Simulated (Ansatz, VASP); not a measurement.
# One calculation of Ir, two programs

```
Ir
1.0
     0.00000    1.91970    1.91970
     1.91970    0.00000    1.91970
     1.91970    1.91970    0.00000
Ir
1
Cartesian
  0.0000 0.0000 0.0000
```

Alike in both runs: task relaxation of cell and atoms; functional RPBE; k mesh 14 × 14 × 14; occupations fermi-dirac, width 0.1 eV; no spin polarisation.

|  | VASP | Ansatz |
| --- | --- | --- |
| version | VASP 6.6.1 | Ansatz 0.2.0 |
| potentials or method | VASP PAW PBE potentials, release 64 (Ir) | plane waves (420 eV) with PAW, scalar-relativistic |
| plane-wave cutoff (eV) | 600 | 420 |
| valence electrons in the cell | 9 | 17 |

VASP gave:

```
relaxed volume (Å³/atom)                                     : 14.71
relaxed cell length with the largest relative difference (Å) : 2.751
energy change over the relaxation (meV/atom)                 : -24
```

Q: What did Ansatz give for the same quantities?

A: Relaxed volume (Å³/atom): 14.69; relaxed cell length with the largest relative difference (Å): 2.749; energy change over the relaxation (meV/atom): -22.

The two sets of potentials don't hold the same shells in valence.

Caveats: the PAW data sets were made with another functional, which shifts forces and pressure a little (VASP). RPBE and its kin give volumes clearly too large for solids. Zero-point motion and thermal expansion aren't in these numbers.
